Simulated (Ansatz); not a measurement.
In: relaxation of cell and atoms with revPBE+D4

In:

```xyz
1
Lattice="-1.8825 1.8825 1.8825 1.8825 -1.8825 1.8825 1.8825 1.8825 -1.8825" Properties=species:S:1:pos:R:3 pbc="T T T"
In    0.0000    0.0000    0.0000
```

This isn't the form of In at room conditions, which is tetragonal.

```
Program             : Ansatz 0.2.0
Task                : relaxation of cell and atoms
Functional          : revPBE
Dispersion          : D4
Potentials or basis : Ansatz PAW
Cutoff              : 420 eV (not typed: the program's choice for these potentials)
k mesh              : 10 × 10 × 10
Occupations         : fermi-dirac, width 0.05 eV
Spin                : no spin polarisation
```

```json
{"Relaxed volume": "26.51 Å³/atom", "Relaxed cell": "a = 3.253 Å, b = 3.253 Å, c = 3.253 Å, α = 109.47°, β = 109.47°, γ = 109.47°", "Space group after relaxing (to 0.05 Å)": "Im-3m (No. 229)", "Energy gained by relaxing": "0.1 meV/atom", "Ionic steps": "4", "Pressure after relaxing": "0.0 GPa", "Band gap on the k mesh": "none (metal or under the smearing width)"}
```

The path:
```tsv
step	energy change (eV)	largest force (eV/Å)	volume (Å³)
1	0.0000	0.0000	26.69
2	-0.0002	0.0000	26.55
3	-0.0002	0.0000	26.51
4	-0.0001	0.0000	26.51
```

Final structure:
```xyz
1
Lattice="-1.8784 1.8784 1.8784 1.8784 -1.8784 1.8784 1.8784 1.8784 -1.8784" Properties=species:S:1:pos:R:3 pbc="T T T"
In    0.0000    0.0000    0.0000
```

Levels at points of the mesh, in eV from the Fermi level:
| k point | band 2 | band 3 | band 4 | band 5 | band 6 | band 7 | band 8 | band 9 | band 10 | band 11 |
| --- | --- | --- | --- | --- | --- | --- | --- | --- | --- | --- |
| (0.00, 0.00, 0.00) | -14.66 | -14.66 | -14.39 | -14.39 | -9.39 | 11.08 | 11.08 | 11.08 | 12.98 | 12.98 |
| (0.00, 0.00, -0.50) | -14.69 | -14.41 | -14.39 | -14.22 | -3.84 | -3.08 | 5.95 | 7.35 | 10.06 | 10.12 |
| (-0.50, -0.50, -0.50) | -14.76 | -14.27 | -14.27 | -14.27 | 1.05 | 1.33 | 1.33 | 1.33 | 5.27 | 5.27 |

Run time: 3.8 s on 2 threads of Arm Neoverse N1, on a shared host, peak memory 0.28 GiB.

Caveat: the plane-wave basis is chosen anew once the cell has moved, so the energies of steps on either side of that aren't comparable; pairwise dispersion overbinds metals, which lowers pressure and volume; the PAW data sets come from PBE, with cores solved anew for the run's functional, which leaves a small shift of forces and pressure.
